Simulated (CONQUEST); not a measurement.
**Ta in CONQUEST: convergence with smearing width**

Ta:

```
CELL_PARAMETERS angstrom
3.30256 0.00000 0.00000
0.00000 3.30256 0.00000
0.00000 0.00000 3.30256
ATOMIC_POSITIONS crystal
Ta 0.98886 0.99204 0.00695
Ta 0.49880 0.50496 0.49203
```

The cell isn't the ideal one: atoms moved at random.

```yaml
Program: CONQUEST 1.3
Task: convergence study
Functional: PBE
Potentials_or_basis: PseudoDojo NC PBE, SZP, grid cutoff 120 Ha
k_mesh: 8 × 8 × 8
Occupations: fermi-dirac, width 0.4 eV
Spin: no spin polarisation
```

These are the settings of the first run; the series varies smearing width, with any setting tied to it.

Hardware: 1 thread of AMD EPYC 7B13 (Zen 3) (shared host).

Q: The values tried are 0.4 eV, 0.3 eV, 0.2 eV, 0.1 eV, 0.05 eV, 0.025 eV, 0.01 eV, 0.005 eV, loosest first. From which on does the pressure stay within 0.1 GPa of the tightest run that finished?

A: From 0.1 eV on.

| smearing width | energy less the tightest run, at zero smearing (meV/atom) | pressure (GPa) | largest force (eV/Å) | SCF cycles | CPU time (s) | peak memory (GiB) |
| --- | --- | --- | --- | --- | --- | --- |
| 0.4 eV | -29.03 | 9.82 | 0.801 | 6 | 38 | 0.32 |
| 0.3 eV | -13.74 | 8.76 | 0.790 | 6 | 39 | 0.32 |
| 0.2 eV | -3.75 | 7.89 | 0.773 | 6 | 39 | 0.32 |
| 0.1 eV | 0.23 | 7.34 | 0.753 | 6 | 38 | 0.32 |
| 0.05 eV | 0.51 | 7.24 | 0.726 | 7 | 44 | 0.32 |
| 0.025 eV | 0.06 | 7.27 | 0.713 | 7 | 43 | 0.32 |
| 0.01 eV | -0.03 | 7.26 | 0.709 | 7 | 44 | 0.32 |
| 0.005 eV | 0.00 | 7.25 | 0.709 | 7 | 44 | 0.32 |

Against the tightest run, the energy stays within 1 meV/atom from 0.1 eV on; the largest force stays within 0.005 eV/Å from 0.025 eV on. Narrower smearing needs a denser k mesh, so at a fixed mesh the narrowest width isn't the most accurate. The tightest run that finished is the yardstick and may itself not be fully converged.

Caveat, for the tightest run too: the atomic basis is small; the basis of atomic orbitals isn't converged, which shifts pressures, moduli and gaps. The run has no spin-orbit coupling, so splittings on Ta are missing.
